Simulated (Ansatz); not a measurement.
# Two structures of InSe under several functionals

Plane-wave DFT in Ansatz with scalar-relativistic PAW potentials (420 eV, r2SCAN 500 eV). Each structure was relaxed within its symmetry at each level.
A. C2/m, 4 atoms in the computed cell, a = 11.683 Å, b = 4.083 Å, c = 4.423 Å, β = 110.7°; sites (symmetry × multiplicity) In m × 4, Se m × 4
B. R3m, 4 atoms in the computed cell, a = 3.973 Å, c = 24.395 Å; sites (symmetry × multiplicity) In 3m × 3 + 3m × 3, Se 3m × 3 + 3m × 3
(cells at LDA)

**Question.** Does the choice of functional change which is lower?

**Answer.**
| level | E(B) − E(A) (meV/atom) | V(A) (Å³/atom) | V(B) (Å³/atom) |
| --- | --- | --- | --- |
| LDA | -4.9 | 24.67 | 27.79 |
| PBEsol | -11.7 | 25.78 | 29.31 |
| PBEsol+D3(BJ) | 29.8 | 23.86 | 27.38 |
| PBE+D3(BJ) | 1.5 | 25.84 | 29.34 |

The order changes with the functional, so these levels can't settle it. Functionals that bind more strongly (LDA, PBEsol, a dispersion term) tend to favour the denser structure.